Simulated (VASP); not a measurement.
The system is CsSnBr3.

```
Cs Sn Br
1.0
     5.76883    0.00000    0.00000
     0.00000    5.76883    0.00000
     0.00000    0.00000    5.76883
Cs Sn Br
1 1 3
Direct
  0.00000 0.00000 0.00000
  0.50000 0.50000 0.50000
  0.50000 0.00000 0.50000
  0.50000 0.50000 0.00000
  0.00000 0.50000 0.50000
```

The cell is a database's computed one.

Base run:

- Program: VASP 6.6.1
- Functional: PBE0
- Potentials or basis: VASP PAW PBE potentials, release 64 (Cs_sv, Sn_d, Br)
- Cutoff: 520 eV
- k mesh: 4 × 4 × 4
- Occupations: gaussian, width 0.03 eV
- Spin: no spin polarisation

Its results: band gap on the k mesh 1.33 eV, direct; pressure 1.2 GPa.

Question: The run is repeated on the same cell with these changes: functional from PBE0 to PBE; further incar settings from ALGO = Normal; EDIFF = 1e-06; NBANDS = 30 to ALGO = Fast; EDIFF = 1e-06; NBANDS = 30. What comes out?

Answer: Band gap on the k mesh 0.30 eV, direct; pressure 1.7 GPa.

Caveats: spin-orbit coupling is left out, which moves the levels of the heavy elements; the PAW data sets were made with another functional, which shifts forces and pressure a little (some runs).
